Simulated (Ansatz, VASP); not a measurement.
**C in VASP and in Ansatz**

The input INCAR:

```
SYSTEM = C
ALGO     = Normal         ! electronic algorithm
EDIFF    = 1E-6           ! SCF threshold, eV
ENCUT    = 520            ! plane-wave cutoff, eV
GGA      = PE             ! functional
ISIF     = 2              ! what is computed and relaxed
ISMEAR   = 0              ! smearing method
LASPH    = .True.         ! aspherical terms in the spheres
LCHARG   = .False.        ! write CHGCAR
LREAL    = .False.        ! projectors in reciprocal space
LWAVE    = .False.        ! write WAVECAR
NBANDS   = 11             ! bands
NELM     = 80             ! most SCF steps
PREC     = Accurate       ! precision mode
SIGMA    = 0.05           ! smearing width, eV
```

KPOINTS

```
k-points
0
Gamma
  12 12 12
  0 0 0
```

POSCAR

```
C
1.0
    0.0000000000      1.8303809705      1.8303809705
    1.8303809705      0.0000000000      1.8303809705
    1.8303809705      1.8303809705      0.0000000000
C
2
Direct
    0.5000000000      0.5000000000      0.5000000000
    0.7500000000      0.7500000000      0.7500000000
```

Input for Ansatz:

```yaml
crystal:
  lattice:
    - [0.0, 1.8303809705, 1.8303809705]
    - [1.8303809705, 0.0, 1.8303809705]
    - [1.8303809705, 1.8303809705, 0.0]
  atoms:
    - { symbol: C, position: [0.5, 0.5, 0.5] }
    - { symbol: C, position: [0.75, 0.75, 0.75] }
basis:
  ecutwfc: 420
kpoints:
  mp_grid: { grid: [12, 12, 12] }
hamiltonian:
  xc: pbe
scf:
  occupations: { method: gaussian, width: 0.05 }
output:
  forces: true
  stress: true
  eigenvalues: true
```

Change from the starting cell: strain +0.025 along x and y, +0.025 along z, atoms carried along.

Alike in both runs: task single point; functional PBE; k mesh 12 × 12 × 12; occupations gaussian, width 0.05 eV; no spin polarisation.

|  | VASP | Ansatz |
| --- | --- | --- |
| version | VASP 6.6.1 | Ansatz 0.2.0 |
| potentials or method | VASP PAW PBE potentials, release 64 (C) | scalar-relativistic, plane waves, PAW |
| plane-wave cutoff (eV) | 520 | 420 |
| valence electrons in the cell | 8 | 8 |

Ansatz gave:

* gap on the k mesh at the Fermi level (eV): 3.99
* least direct gap on the mesh (eV): 5.38
* pressure (GPa): -27.9

Q: Which values does VASP return?

A: gap on the k mesh at the Fermi level (eV): 3.98; least direct gap on the mesh (eV): 5.38; pressure (GPa): -27.5.

Caveats: so large a pressure means that the cell lies far from this level's equilibrium, or that cutoff or potentials fall short (VASP).
